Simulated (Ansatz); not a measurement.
Crystal: TiO2.

```xyz
12
Lattice="-2.9732 3.2874 3.2874 2.9732 -3.2874 3.2874 2.9732 3.2874 -3.2874" Properties=species:S:1:pos:R:3 pbc="T T T"
Ti    1.4866   -1.6437    1.6437
Ti    1.4866    1.6437   -1.6437
Ti    0.0000    1.6437    1.6124
Ti    2.9732    1.6437    1.6750
O     1.4875    1.6437    2.9263
O     1.4857    4.9311   -0.3611
O     0.0000    0.3609    4.9286
O     2.9732   -0.3609    1.6412
O     0.0000    3.6483    1.6462
O     1.4875   -1.6437    3.6485
O     2.9732    2.9264   -1.6412
O     1.4857    1.6437    0.3611
```

The cell is a database's computed one.

Base run:

* Program: Ansatz 0.2.0
* Functional: PBE
* Potentials or basis: Ansatz PAW
* Cutoff: 300 eV
* Density cutoff: 1200 eV
* k mesh: 6 × 6 × 6
* Occupations: fermi-dirac, width 0.05 eV
* Spin: no spin polarisation

Its results: band gap on the k mesh 1.79 eV; pressure -2.9 GPa; largest force 0.143 eV/Å.

The run is repeated on the same cell with these changes: functional from PBE to PBEsol; cutoff from 300 eV to 420 eV (not typed: the program's choice for these potentials); hubbard terms from none to Ti d U = 6 eV; hubbard projectors from none to ortho-atomic (the default). What comes out?

Band gap on the k mesh 2.46 eV; pressure -2.6 GPa; largest force 0.168 eV/Å.

Several settings changed at once, so the effect can't be laid on one alone.

Caveats: the pressure holds a Pulay correction of +33.8 GPa for the finite cutoff (some runs); the cutoff lies under the one recommended for these potentials (some runs); the PAW data sets come from PBE, with cores solved anew for the run's functional, which leaves a small shift of forces and pressure (some runs).
